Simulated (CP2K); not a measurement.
The system is As.

```
CELL_PARAMETERS angstrom
4.13100 0.00000 0.00000
2.41839 3.34911 0.00000
2.41839 1.23667 3.11243
ATOMIC_POSITIONS crystal
As 0.22600 0.22600 0.22600
As 0.77400 0.77400 0.77400
```

Program: CP2K 2026.2. Alike in all runs: task band structure; no spin polarisation; cell as given; k mesh 9 × 9 × 9.

Problem. Order these runs on this cell by their pressure, lowest first.
A. level r2SCAN; potentials or basis POTENTIAL_UZH As GTH-SCAN-q5; TZVP-MOLOPT-SCAN-GTH basis; smearing fermi-dirac 0.1 eV; EPS_DEFAULT 1.0E-9; NGRIDS 5; basis sets As TZVP-MOLOPT-SCAN-GTH-q5; potentials As GTH-SCAN-q5 of POTENTIAL_UZH; points a segment of the path (NPOINTS) 6
B. level LDA; potentials or basis GTH_POTENTIALS As GTH-PADE-q5; TZVP-MOLOPT-PBE-GTH basis; smearing fermi-dirac 0.0259 eV; EPS_DEFAULT 1.0E-10; NGRIDS 5; basis sets As TZVP-MOLOPT-PBE-GTH-q5; potentials As GTH-PADE-q5 of GTH_POTENTIALS; points a segment of the path (NPOINTS) 8
C. level PBEsol; potentials or basis POTENTIAL_UZH As GTH-PBE-q5; TZVP-MOLOPT-PBE-GTH basis; smearing fermi-dirac 0.01 eV; EPS_DEFAULT 1.0E-10; NGRIDS 4; basis sets As TZVP-MOLOPT-PBE-GTH-q5; potentials As GTH-PBE-q5 of POTENTIAL_UZH; points a segment of the path (NPOINTS) 6

Solution. B (-1.2 GPa), A (0.9 GPa), C (2.7 GPa).

Caveats: the basis of atomic orbitals isn't converged, which shifts pressures, moduli and gaps; the potentials were made for another functional, which shifts forces and pressure (some runs).

Runs at the PBE level aren't shown here.
